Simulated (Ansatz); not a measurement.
Crystal: VH2.

```
V H
1.0
     0.00000    2.13550    2.13550
     2.13550    0.00000    2.13550
     2.13550    2.13550    0.00000
V H
1 2
Direct
  0.00000 0.00000 0.00000
  0.75000 0.75000 0.75000
  0.25000 0.25000 0.25000
```

Base run:

- Program: Ansatz 0.2.0
- Functional: r2SCAN
- Potentials or basis: Ansatz PAW
- Cutoff: 500 eV
- Density cutoff: 2000 eV
- k mesh: 11 × 11 × 11
- Occupations: fermi-dirac, width 0.05 eV
- Spin: collinear spin, ferromagnetic start
- Starting moments: [2.0, 0.0, 0.0] μB

Its results: band gap on the k mesh none (metal or under the smearing width); pressure -2.4 GPa; net moment 1.24 μB per cell; site moments V +0.90; H +0.00 μB.

Problem. The run is repeated on the same cell with these changes: hubbard terms from none to V d U = 1 eV; hubbard projectors from none to ortho-atomic (the default). What comes out?

Solution. Band gap on the k mesh none (metal or under the smearing width); pressure 5.6 GPa; net moment 1.65 μB per cell; site moments V +1.23; H -0.00 μB.

Caveats: the magnetic or orbital state may not be the lowest; the PAW data sets come from PBE, with cores solved anew for the run's functional, which leaves a small shift of forces and pressure; the U is typed as a test and isn't derived for this compound (some runs).

Not every run made on this cell is shown here.
